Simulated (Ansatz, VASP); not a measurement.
# One calculation of Au, two programs

File INCAR:

```
ALGO     = Normal         # electronic algorithm
EDIFF    = 1E-6           # SCF threshold, eV
ENCUT    = 520            # plane-wave cutoff, eV
GGA      = RE             # functional
ISIF     = 2              # what is computed and relaxed
ISMEAR   = -1             # smearing method
LASPH    = True           # aspherical terms in the spheres
LCHARG   = False          # write CHGCAR
LREAL    = False          # projectors in reciprocal space
LWAVE    = False          # write WAVECAR
NBANDS   = 18             # bands
NELM     = 80             # most SCF steps
PREC     = Accurate       # precision mode
SIGMA    = 0.1            # smearing width, eV
```

File KPOINTS:

```
k-points
0
Gamma
  14 14 7
```

File POSCAR:

```
Au
1.0
    2.8125673364      0.0000000000      0.0000000000
   -1.4062836682      2.4357547632      0.0000000000
    0.0000000000      0.0000000000      4.7175325902
Au
2
Direct
    0.3333333333      0.6666666667      0.2500000000
    0.6666666667      0.3333333333      0.7500000000
```

Input for Ansatz:

```yaml
crystal:
  lattice:
    - [2.8125673364, 0.0, 0.0]
    - [-1.4062836682, 2.4357547632, 0.0]
    - [0.0, 0.0, 4.7175325902]
  atoms:
    - { symbol: Au, position: [0.3333333333, 0.6666666667, 0.25] }
    - { symbol: Au, position: [0.6666666667, 0.3333333333, 0.75] }
hamiltonian:
  xc: revpbe
  pseudopotentials:
    kind: paw
    azcp:
      Au: "pseudopotentials/Au.paw.azcp"
basis:
  ecutwfc: 420
  fft_grid_basis: typed
kpoints:
  mp_grid: { grid: [14, 14, 7], shift: [0, 0, 0] }
magnetization:
  spin_polarized: false
scf:
  occupations: { method: fermi_dirac, width: 0.1 }
  lower_state_search: "off"
output:
  stress: true
```

Alike in both runs: task single point; functional revPBE; k mesh 14 × 14 × 7; occupations fermi-dirac, width 0.1 eV; no spin polarisation.

|  | VASP | Ansatz |
| --- | --- | --- |
| version | VASP 6.6.1 | Ansatz 0.2.0 |
| potentials or method | VASP PAW PBE potentials, release 64 (Au) | plane waves (420 eV) with PAW, scalar-relativistic |
| plane-wave cutoff (eV) | 520 | 420 |
| valence electrons in the cell | 22 | 38 |

|  | VASP | Ansatz | Ansatz less VASP |
| --- | --- | --- | --- |
| pressure (GPa) | 23.2 | 23.6 | +0.38 |
| largest component of the traceless stress (GPa) | 0.81 | 0.80 | -0.019 |

The functional is the same, so the differences come from potentials, cutoffs and numerics. The two sets of potentials don't hold the same shells in valence.

Caveats: so large a pressure means that the cell lies far from this level's equilibrium, or that cutoff or potentials fall short (VASP); the potentials were made for another functional, which shifts forces and pressure (VASP). Spin-orbit coupling is left out, which matters for the levels of Au.
